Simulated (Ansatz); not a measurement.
Input and command of a calculation in Ansatz (plane waves; scalar-relativistic PAW potentials unless the input names others):

```yaml
crystal:
  lattice:
    - [0.0, 2.5710806125, 2.5710806125]
    - [2.5710806125, 0.0, 2.5710806125]
    - [2.5710806125, 2.5710806125, 0.0]
  atoms:
    - { symbol: Mg, position: [0.0, 0.0, 0.0] }
    - { symbol: S, position: [0.5, 0.5, 0.5] }
kpoints:
  mp_grid: { grid: [8, 8, 8] }
hamiltonian:
  xc: lda
  dispersion: d4
scf:
  occupations: { method: gaussian, width: 0.02 }
output:
  forces: true
  eigenvalues: true
  stress: true
```

```bash
ansatz run input.yaml --threads 1 --pin off --max-ram 1331MiB --backend cpu --events-out ev --progress --plain --runs-dir out
```

Abridged log:
```
Warning: the engine holds no damping parameters fitted to this dispersion correction and functional, so the run takes those fitted to pbe (hamiltonian.dispersion, under Limitations)
Basis set: ecut = 420 eV, 645 PW (Γ)
Bands: 12, of which v1, the nominal top of the filled ones, is band 8 counted from 1 (7 counted from 0)
Symmetry: 48 space group operations
k-points: 29 of 512
SCF iter   1: F=—  HF=-2774.784923 eV  |F-HF|=—  |Δ(HF+E_count)|=         —  Δρ=6.88e-3  dr2=9.22e-3  ethr=1.77e-3  ⟨swp⟩=7.0  Hψ=2172  notcnv=0
SCF iter   2: F=—  HF=-2774.779084 eV  |F-HF|=—  |Δ(HF+E_count)|=   5.84e-3  Δρ=2.69e-3  dr2=1.30e-3  ethr=5.76e-5  ⟨swp⟩=2.7  Hψ=903  notcnv=0
SCF iter   3: F=—  HF=-2774.778447 eV  |F-HF|=—  |Δ(HF+E_count)|=   6.37e-4  Δρ=3.77e-4  dr2=2.60e-5  ethr=8.10e-6  ⟨swp⟩=2.0  Hψ=458  notcnv=0
SCF iter   4: F=—  HF=-2774.778438 eV  |F-HF|=—  |Δ(HF+E_count)|=   8.91e-6  Δρ=4.02e-5  dr2=2.28e-7  ethr=1.63e-7  ⟨swp⟩=2.1  Hψ=561  notcnv=0
SCF iter   5: F=-2774.778438 eV  HF=-2774.778438 eV  |F-HF|=1.16e-8  |Δ(HF+E_count)|=   1.85e-7  Δρ=7.22e-6  dr2=2.03e-8  ethr=1.42e-9  ⟨swp⟩=2.0  Hψ=576  notcnv=0
SCF iter   6: F=-2774.778438 eV  HF=-2774.778438 eV  |F-HF|=5.50e-9  |Δ(HF+E_count)|=   2.84e-9  Δρ=3.84e-6  dr2=6.72e-9  ethr=1.27e-10  ⟨swp⟩=2.0  Hψ=1166  notcnv=0
SCF 1 converged in 6 iterations: F = -2774.778438 eV  dr2 = 6.72e-9
SCF converged after 6 iterations
Free energy (F): -2774.778438 eV
Harris-Foulkes:  -2774.778438 eV  (|F-HF|=5.50e-9)
Internal energy: -2774.778438 eV  (E = F + TS)
E sigma→0 (E₀):  -2774.778438 eV
Fermi energy:    7.921794 eV
  E_disp       = -0.600372  (pairwise vdW)
--- Forces (eV/Å), atoms counted from 1 ---
  atom   1  Mg     0.00000000     0.00000000     0.00000000
  atom   2  S      0.00000000     0.00000000     0.00000000
--- Stress (GPa, compression-positive) ---
       -3.379911       0.000000       0.000000
        0.000000      -3.379911       0.000000
        0.000000       0.000000      -3.379911
  P = ⅓ Tr σ = -3.3799 GPa (-33.799 kbar)
```

Apart from outputs and empty bands, the input differs from a reference run on usual settings in hamiltonian.xc: "pbe" → "lda"; hamiltonian.dispersion: not typed → "d4"; basis.ecutwfc: 420 → not typed. The reference, at the same geometry (not necessarily relaxed), gave pressure 4.16 GPa, largest force 0.000 eV/Å, gap on the mesh 2.86 eV. This run converged in 6 SCF iterations (reference: 7) with a total energy on another zero, pressure -3.38 GPa, largest force 0.000 eV/Å, gap on the mesh 2.63 eV.